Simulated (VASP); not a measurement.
# MgSe (Fm-3m) in VASP: single point with PBE

Aim: the single point of MgSe with PBE.

Program: VASP 6.6.1. These are calculated values, not measurements. Logs are shortened: lines on timing, memory, paths and dates and some standing lists are left out, and cuts for length are marked.

## 1. The crystal as given

Symmetry: Fm-3m, No. 225, cubic system. Conventional cell: a = 5.368 Å, b = 5.368 Å, c = 5.368 Å, α = 90.00°, β = 90.00°, γ = 90.00°. Mg (site symmetry m-3m) is surrounded by 6 Se at 2.68 Å. Se (site symmetry m-3m) is surrounded by 6 Mg at 2.68 Å.

The cell was built by a generator and needn't be a form met in nature.

## 2. Single point, PBE

INCAR reads:

```
SYSTEM = MgSe
ALGO     = Normal         ! electronic algorithm
EDIFF    = 1E-6           ! SCF threshold, eV
ENCUT    = 520            ! plane-wave cutoff, eV
GGA      = PE             ! functional
ISIF     = 2              ! what is computed and relaxed
ISMEAR   = -1             ! smearing method
LASPH    = .TRUE.         ! aspherical terms in the spheres
LCHARG   = .TRUE.         ! write CHGCAR
LELF     = .TRUE.         ! ELF
LREAL    = .FALSE.        ! projectors in reciprocal space
LVHAR    = .TRUE.       
LWAVE    = .FALSE.        ! write WAVECAR
NBANDS   = 11             ! bands
NELM     = 100            ! most SCF steps
PREC     = Accurate       ! precision mode
SIGMA    = 0.1            ! smearing width, eV
```

KPOINTS reads:

```
k-points
0
G
  8 8 8
  0 0 0
```

POSCAR reads:

```
MgSe
1.0
    0.0000000000      2.6839140000      2.6839140000
    2.6839140000      0.0000000000      2.6839140000
    2.6839140000      2.6839140000      0.0000000000
Mg Se
1 1
Direct
    0.0000000000      0.0000000000      0.0000000000
    0.5000000000      0.5000000000      0.5000000000
```

Potentials or basis: VASP PAW PBE potentials, release 64 (Mg, Se).

Launch:

```sh
$ cat potpaw_PBE.64/Mg/POTCAR potpaw_PBE.64/Se/POTCAR > POTCAR
$ mpirun -np 1 vasp_std > vasp.out
```

OUTCAR:

```text
SYSTEM = MgSe
   EDIFF = 1E-6
   ENCUT = 520
   GGA = PE
   ISIF = 2
   ISMEAR = -1
   LASPH = .TRUE.
   LREAL = .FALSE.
   NELM = 100
   PREC = Accurate

 ion  position               nearest neighbor table
   1  0.000  0.000  0.000-   2 2.68   2 2.68   2 2.68   2 2.68   2 2.68   2 2.68
   2  0.500  0.500  0.500-   1 2.68   1 2.68   1 2.68   1 2.68   1 2.68   1 2.68

  LATTYP: Found a face centered cubic cell.
 ALAT       =     5.3678280000

  Lattice vectors:

 A1 = (   0.0000000000,   2.6839140000,   2.6839140000)
 A2 = (   2.6839140000,   0.0000000000,   2.6839140000)
 A3 = (   2.6839140000,   2.6839140000,   0.0000000000)

Analysis of symmetry for initial positions (statically):
=====================================================================
 Subroutine PRICEL returns:
 Original cell was already a primitive cell.

 Routine SETGRP: Setting up the symmetry group for a
 face centered cubic supercell.

 Subroutine GETGRP returns: Found 48 space group operations
 (whereof 48 operations were pure point group operations)
 out of a pool of 48 trial point group operations.

The static configuration has the point symmetry O_h .

Analysis of symmetry for dynamics (positions and initial velocities):
=====================================================================
 Subroutine PRICEL returns:
 Original cell was already a primitive cell.

 Routine SETGRP: Setting up the symmetry group for a
 face centered cubic supercell.

 Subroutine GETGRP returns: Found 48 space group operations
 (whereof 48 operations were pure point group operations)
 out of a pool of 48 trial point group operations.

The dynamic configuration has the point symmetry O_h .

 Subroutine INISYM returns: Found 48 space group operations
 (whereof 48 operations are pure point group operations),
 and found     1 'primitive' translations

----------------------------------------------------------------------------------------

                                     Primitive cell

  volume of cell :      38.6666

  direct lattice vectors                    reciprocal lattice vectors
     0.000000000  2.683914000  2.683914000    -0.186295090  0.186295090  0.186295090
     2.683914000  0.000000000  2.683914000     0.186295090 -0.186295090  0.186295090
     2.683914000  2.683914000  0.000000000     0.186295090  0.186295090 -0.186295090

  length of vectors
     3.795627579  3.795627579  3.795627579     0.322672561  0.322672561  0.322672561

  position of ions in fractional coordinates (direct lattice)
     0.000000000  0.000000000  0.000000000
     0.500000000  0.500000000  0.500000000

  ion indices of the primitive-cell ions
   primitive index   ion index
                 1           1
                 2           2

----------------------------------------------------------------------------------------

 KPOINTS: k-points

Automatic generation of k-mesh.
 Grid dimensions read from file:
 generate k-points for:    8    8    8

 Generating k-lattice:

  Cartesian coordinates                     Fractional coordinates (reciprocal lattice)
    -0.023286886  0.023286886  0.023286886     0.125000000  0.000000000  0.000000000
     0.023286886 -0.023286886  0.023286886     0.000000000  0.125000000  0.000000000
     0.023286886  0.023286886 -0.023286886     0.000000000  0.000000000  0.125000000

  Length of vectors
     0.040334070  0.040334070  0.040334070

  Shift w.r.t. Gamma in fractional coordinates (k-lattice)
     0.000000000  0.000000000  0.000000000

 Subroutine IBZKPT returns following result:
 ===========================================

 Found     29 irreducible k-points:

 Following reciprocal coordinates:
            Coordinates               Weight
  0.000000  0.000000  0.000000      1.000000
  0.125000  0.000000  0.000000      8.000000
  0.250000  0.000000  0.000000      8.000000
  0.375000  0.000000  0.000000      8.000000
  0.500000  0.000000  0.000000      4.000000
  0.125000  0.125000  0.000000      6.000000
[... 16 lines left out ...]
  0.500000  0.250000  0.125000     48.000000
 -0.375000  0.250000  0.125000     24.000000
 [... further k-points ...]
   k-points           NKPTS =     29   k-points in BZ     NKDIM =     29   number of bands    NBANDS=     11
   number of dos      NEDOS =    301   number of ions     NIONS =      2
   total plane-waves  NPLWV =  21952
   dimension x,y,z NGX =    28 NGY =   28 NGZ =   28
   dimension x,y,z NGXF=    56 NGYF=   56 NGZF=   56
   ions per type =               1   1
   NGX,Y,Z   is equivalent  to a cutoff of  12.26, 12.26, 12.26 a.u.
   NGXF,Y,Z  is equivalent  to a cutoff of  24.53, 24.53, 24.53 a.u.
 SYSTEM =  MgSe
   PREC   = accura    normal or accurate (medium, high low for compatibility)
   ISTART =      0    job   : 0-new  1-cont  2-samecut
   ICHARG =      2    charge: 1-file 2-atom 10-const
   ISPIN  =      1    spin polarized calculation?
   LNONCOLLINEAR =      F non collinear calculations
   LSORBIT =      F    spin-orbit coupling
   LASPH  =      T    aspherical Exc in radial PAW
   ENCUT  =  520.0 eV  38.22 Ry    6.18 a.u.   7.06  7.06  7.06*2*pi/ulx,y,z
   NELM   =    100;   NELMIN=  2; NELMDL= -5     # of ELM steps
   EDIFF  = 0.1E-05   stopping-criterion for ELM
   LREAL  =      F    real-space projection
   EDIFFG = 0.1E-04   stopping-criterion for IOM
   NSW    =      0    number of steps for IOM
   IBRION =     -1    ionic relax: 0-MD 1-quasi-New 2-CG
   NFREE  =      0    steps in history (QN), initial steepest desc. (CG)
   ISIF   =      2    stress and relaxation
   ISYM   =      2    0-nonsym 1-usesym 2-fastsym
   POTIM  = 0.5000    time-step for ionic-motion
   TEBEG  =    0.0;   TEEND  =   0.0 temperature during run
   PSTRESS=    0.0 pullay stress
   NELECT =       8.0000    total number of electrons
   NUPDOWN=      -1.0000    fix difference up-down
   EMIN   =  10.00;   EMAX   =-10.00  energy-range for DOS
   EFERMI =   0.00;   METHOD = LEGACY
   ISMEAR =    -1;   SIGMA  =   0.10  broadening in eV -4-tet -1-fermi 0-gaus
   EFERMI_NEDOS =   21; number of points for ismear=-14 and -15
   IALGO  =     38    algorithm
   IMIX   =      4    mixing-type and parameters
     AMIX     =   0.40;   BMIX     =  1.00
     AMIX_MAG =   1.60;   BMIX_MAG =  1.00
  volume/ion in A,a.u.               =      19.33       130.47
  Fermi-wavevector in a.u.,A,eV,Ry     =   0.968262  1.829750 12.755888  0.937531
  Thomas-Fermi vector in A             =   2.098217
   LORBIT       =      0    0 simple, 1 ext, 2 COOP (PROOUT), +10 PAW based schemes
   GGA     = PE    functional components
   LHFCALC =     F    Hartree Fock is set to
   AEXX    =    0.0000 exact exchange contribution
   IVDW    =     0    specifies the selected vdW correction
   LEPSILON=     F    determine dielectric tensor
   LRPA    =     F    only Hartree local field effects (RPA)
 non-spin polarized calculation
  energy-cutoff  :      520.00
  volume of cell :       38.67
 maximum number of plane-waves:      1056
   NGX = 15   NGY = 15   NGZ = 15

 number of electron       8.0000000 magnetization

 Free energy of the ion-electron system (eV)
  ---------------------------------------------------
  ext. energy  EPLUGINS =         0.00000000
  ---------------------------------------------------
  free energy    TOTEN  =        -7.44257765 eV

  energy without entropy =       -7.44257290  energy(sigma->0) =       -7.44257527

 E-fermi :   4.6470     XC(G=0):  -9.6778

 val. band max:        3.6295122515   @ k =   0.0000   0.0000   0.0000
 cond. band min:       5.5087525053   @ k =   0.5000   0.5000   0.0000
 fundamental gap:      1.8792402538
 Fermi energy:         4.6469844063

 k-point     1 :       0.0000    0.0000    0.0000
  band No.  band energies     occupation
      1      -9.5814      2.00000
      2       3.6295      1.99992
      3       3.6295      1.99992
      4       3.6295      1.99992
      5       6.5490      0.00000
      6      11.0196      0.00000
      7      11.0196      0.00000
      8      11.0196      0.00000
      9      13.6812      0.00000
     10      13.6812      0.00000
     11      14.6578      0.00000

 k-point     2 :       0.1250    0.0000    0.0000
  band No.  band energies     occupation
      1      -9.4373      2.00000
      2       2.3783      2.00000
      3       3.5178      1.99998
      4       3.5178      1.99998
      5       7.4916      0.00000
      6      10.7465      0.00000
      7      11.2720      0.00000
      8      11.2720      0.00000
      9      12.7043      0.00000
     10      12.7043      0.00000
     11      14.6828      0.00000

 k-point     3 :       0.2500    0.0000    0.0000
  band No.  band energies     occupation
      1      -9.0487      2.00000
      2       0.4870      2.00000
      3       3.2775      2.00000
      4       3.2775      2.00000
      5       7.9065      0.00000
      6      10.7629      0.00000
      7      10.7629      0.00000
      8      11.6604      0.00000
      9      13.2995      0.00000
     10      13.2995      0.00000
     11      13.8608      0.00000

 k-point     4 :       0.3750    0.0000    0.0000
  band No.  band energies     occupation
      1      -8.5775      2.00000
      2      -0.9987      2.00000
      3       3.0690      2.00000
      4       3.0690      2.00000
      5       7.6410      0.00000
      6      10.0417      0.00000
      7      10.0417      0.00000
      8      12.7359      0.00000
      9      14.1712      0.00000
     10      15.2926      0.00000
     11      15.2926      0.00000
[... 239 lines left out ...]
 k-point    22 :       0.3750    0.2500    0.1250
  band No.  band energies     occupation
      1      -8.7443      2.00000
      2       0.2203      2.00000
      3       1.9737      2.00000
      4       2.8669      2.00000
      5       8.6754      0.00000
      6       9.6290      0.00000
      7      10.0864      0.00000
      8      12.2803      0.00000
      9      13.2959      0.00000
     10      16.3217      0.00000
     11      16.8585      0.00000

 k-point    23 :       0.5000    0.2500    0.1250
  band No.  band energies     occupation
      1      -8.3464      2.00000
      2      -0.6464      2.00000
      3       1.3978      2.00000
      4       2.5067      2.00000
      5       8.5139      0.00000
      6       9.4400      0.00000
      7      10.9513      0.00000
      8      12.1719      0.00000
      9      14.8067      0.00000
     10      16.5490      0.00000
     11      17.3627      0.00000

 k-point    24 :      -0.3750    0.2500    0.1250
  band No.  band energies     occupation
      1      -8.1574      2.00000
      2      -1.0452      2.00000
      3       1.2497      2.00000
      4       2.3207      2.00000
      5       8.4788      0.00000
      6       9.1438      0.00000
      7      11.5520      0.00000
      8      12.9284      0.00000
      9      14.8834      0.00000
     10      15.7274      0.00000
     11      17.9856      0.00000

 [... further k-points ...]

------------------------ aborting loop because EDIFF is reached ----------------------------------------

  FORCE on cell =-STRESS in cart. coord.  units (eV):
  Direction    XX          YY          ZZ          XY          YZ          ZX
  --------------------------------------------------------------------------------------
  -------------------------------------------------------------------------------------
  Total        1.3029671      1.3029671      1.3029671     -0.0000000      0.0000000      0.0000000
  in kB       53.9893673     53.9893673     53.9893673     -0.0000000      0.0000000      0.0000000
  external PRESSURE =      53.9893673 kB  Pullay stress =       0.0000000 kB

 VOLUME and BASIS-vectors are now :
 -----------------------------------------------------------------------------
  energy-cutoff  :      520.00
  volume of cell :       38.67
      direct lattice vectors                 reciprocal lattice vectors
     0.000000000  2.683914000  2.683914000    -0.186295090  0.186295090  0.186295090
     2.683914000  0.000000000  2.683914000     0.186295090 -0.186295090  0.186295090
     2.683914000  2.683914000  0.000000000     0.186295090  0.186295090 -0.186295090

 POSITION                                       TOTAL-FORCE (eV/Angst)
 -----------------------------------------------------------------------------------
      0.00000      0.00000      0.00000         0.000000      0.000000     -0.000000
      2.68391      2.68391      2.68391        -0.000000     -0.000000      0.000000
 -----------------------------------------------------------------------------------
    total drift:                                0.000000      0.000000      0.000000

  FREE ENERGIE OF THE ION-ELECTRON SYSTEM (eV)
  ---------------------------------------------------
  free  energy   TOTEN  =        -7.4425776492 eV

  energy  without entropy=       -7.4425728968  energy(sigma->0) =       -7.44257527
```

It took 9.1 s on 1 thread of Intel Xeon Platinum 8488C (Sapphire Rapids), shared host; peak memory 0.16 GiB.

Results:

| Quantity | Value |
| --- | --- |
| Free energy | -7.4426 eV |
| Pressure | 5.4 GPa |
| Band gap on the k mesh | 1.88 eV, indirect (least direct gap 2.92 eV) |

Levels at points of the mesh, in eV from the valence-band top:
```tsv
k point	band 2	band 3	band 4	band 5	band 6	band 7
(0.00, 0.00, 0.00)	0.00	0.00	0.00	2.92	7.39	7.39
(0.50, 0.00, 0.00)	-5.21	-0.64	-0.64	3.88	6.15	6.15
(0.50, 0.50, 0.00)	-4.52	-1.90	-1.90	1.88	3.82	12.21
```

A k mesh can miss the band edges.
